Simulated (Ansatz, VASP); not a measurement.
# Two plane-wave programs on AlNi

File POSCAR:

```
AlNi
1.0
    2.9000800262      0.0000000000      0.0000000000
    0.0000000000      2.9000800262      0.0000000000
    0.0000000000      0.0000000000      2.9000800262
Ni Al
1 1
Direct
    0.5000000000      0.5000000000      0.5000000000
    0.0000000000      0.0000000000      0.0000000000
```

Contents of INCAR.step1:

```
SYSTEM = AlNi
ALGO = Normal ; EDIFF = 1E-4
ENCUT = 520 ; GGA = PE
ISMEAR = -1 ; ISPIN = 2
LASPH = .TRUE. ; LCHARG = .FALSE.
LMAXMIX = 4 ; LREAL = .FALSE.
LWAVE = .TRUE. ; MAGMOM = 1 0
NBANDS = 18 ; NELM = 150
PREC = Accurate ; SIGMA = 0.05
```

File INCAR.step2:

```
SYSTEM = AlNi
ALGO = Normal ; EDIFF = 1E-6
ENCUT = 520 ; ISIF = 2
ISMEAR = -1 ; ISPIN = 2
ISTART = 1 ; LASPH = .TRUE.
LCHARG = .FALSE. ; LMAXMIX = 4
LMIXTAU = .TRUE. ; LORBIT = 11
LREAL = .FALSE. ; LWAVE = .FALSE.
MAGMOM = 1 0 ; METAGGA = R2SCAN
NBANDS = 18 ; NELM = 150
PREC = Accurate ; SIGMA = 0.05
```

File KPOINTS:

```
k-points
0
G
  9 9 9
  0 0 0
```

Contents of input.yaml:

```yaml
crystal:
  lattice:
    - [2.9000800262, 0.0, 0.0]
    - [0.0, 2.9000800262, 0.0]
    - [0.0, 0.0, 2.9000800262]
  atoms:
    - { symbol: Ni, position: [0.5, 0.5, 0.5], spin: 1.0 }
    - { symbol: Al, position: [0.0, 0.0, 0.0] }
hamiltonian:
  xc: r2scan
  pseudopotentials: { kind: paw }
magnetization:
  spin_polarized: true
kpoints:
  mp_grid: { grid: [9, 9, 9] }
scf:
  occupations: { method: fermi_dirac, width: 0.05 }
output:
  forces: true
  stress: true
  eigenvalues: true
  write_density: true
  write_potential: true
  elf: true
  volumetric_format: npy
```

Alike in both runs: task single point; functional r2SCAN; k mesh 9 × 9 × 9; occupations fermi-dirac, width 0.05 eV; collinear spin.

```csv
,VASP,Ansatz
version,VASP 6.6.1,Ansatz 0.2.0
potentials or method,"VASP PAW PBE potentials, release 64 (Ni, Al)",Ansatz PAW
plane-wave cutoff (eV),520,500
valence electrons in the cell,13,21
```

VASP gave:

- gap on the k mesh at the Fermi level (eV): none
- pressure (GPa): -6.5
- net moment per atom (μB): 0.00

Question: Which values does Ansatz return?

Answer: gap on the k mesh at the Fermi level (eV): none; pressure (GPa): -6.3; net moment per atom (μB): 0.00.

A gap of «none» marks a metal or a gap that the smearing closes. The functional is the same, so the differences come from potentials, cutoffs and numerics. The two sets of potentials don't hold the same shells in valence.

Caveats: the PAW data sets were made with another functional, which shifts forces and pressure a little (VASP); the magnetic or orbital state may not be the lowest (Ansatz); the PAW data sets come from PBE, with cores solved anew for the run's functional, which leaves a small shift of forces and pressure (Ansatz); the starting moments weren't kept (Ansatz).
